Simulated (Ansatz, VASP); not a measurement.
Given: the input of a run of VASP 6.6.1 on SnSe. 

Contents of INCAR:

```
SYSTEM = SnSe
PREC = Accurate
ENCUT = 520
EDIFF = 1E-6
ISMEAR = 0
SIGMA = 0.012
LREAL = .FALSE.
LASPH = .TRUE.
NELM = 100
ALGO = Normal
ISIF = 2
LWAVE = .FALSE.
LCHARG = .FALSE.
GGA = PE
```

KPOINTS

```
regular mesh
0
G
  3 6 6
  0 0 0
```

Contents of POSCAR:

```
SnSe
1.0
   11.4200000000      0.0000000000      0.0000000000
    0.0000000000      4.1900000000      0.0000000000
    0.0000000000      0.0000000000      4.4600000000
Sn Se
4 4
Direct
    0.8770000000      0.7500000000      0.9090000000
    0.6230000000      0.2500000000      0.4090000000
    0.3770000000      0.7500000000      0.5910000000
    0.1230000000      0.2500000000      0.0910000000
    0.6430000000      0.7500000000      0.9840000000
    0.8570000000      0.2500000000      0.4840000000
    0.1430000000      0.7500000000      0.5160000000
    0.3570000000      0.2500000000      0.0160000000
```

Potentials or basis: VASP PAW PBE potentials, release 64 (Sn_d, Se).

Launch:

```console
$ cat potpaw_PBE.64/Sn_d/POTCAR potpaw_PBE.64/Se/POTCAR > POTCAR
$ mpirun -np 1 vasp_std > vasp.out
```

Problem. What does the same run look like in Ansatz 0.2.0? Potentials or basis there: Ansatz PAW, cutoff 420 eV.

Solution. As run (cutoffs and basis follow the program's own potentials, and thresholds, step limits or extra output files can differ):

input.yaml

```yaml
crystal:
  lattice:
    - [11.42, 0.0, 0.0]
    - [0.0, 4.19, 0.0]
    - [0.0, 0.0, 4.46]
  atoms:
    - { symbol: Sn, position: [0.877, 0.75, 0.909] }
    - { symbol: Sn, position: [0.623, 0.25, 0.409] }
    - { symbol: Sn, position: [0.377, 0.75, 0.591] }
    - { symbol: Sn, position: [0.123, 0.25, 0.091] }
    - { symbol: Se, position: [0.643, 0.75, 0.984] }
    - { symbol: Se, position: [0.857, 0.25, 0.484] }
    - { symbol: Se, position: [0.143, 0.75, 0.516] }
    - { symbol: Se, position: [0.357, 0.25, 0.016] }
hamiltonian:
  xc: pbe
  pseudopotentials: { kind: paw }
kpoints:
  mp_grid: { grid: [3, 6, 6] }
scf:
  occupations: { method: gaussian, width: 0.012 }
output:
  forces: true
  stress: true
  eigenvalues: true
```

Potentials or basis: Ansatz PAW.

Run with:

```sh
$ ansatz run input.yaml --threads 4 --pin off --max-ram 11264MiB --backend cpu --events-out ev --progress --plain --runs-dir out
```

Both were run:

|  | VASP | Ansatz |
| --- | --- | --- |
| Pressure | 2.4 GPa | 2.4 GPa |
| Largest force | 0.326 eV/Å | 0.311 eV/Å |

Ansatz's pressure holds a Pulay term of +0.03 GPa for its cutoff of 420 eV, which the other run lacks.

The potentials hold 80 and 120 valence electrons a cell.

Where Ansatz's input types no cutoff or centring, it takes its own default and a Γ-centred mesh.

Pressure is positive in compression.
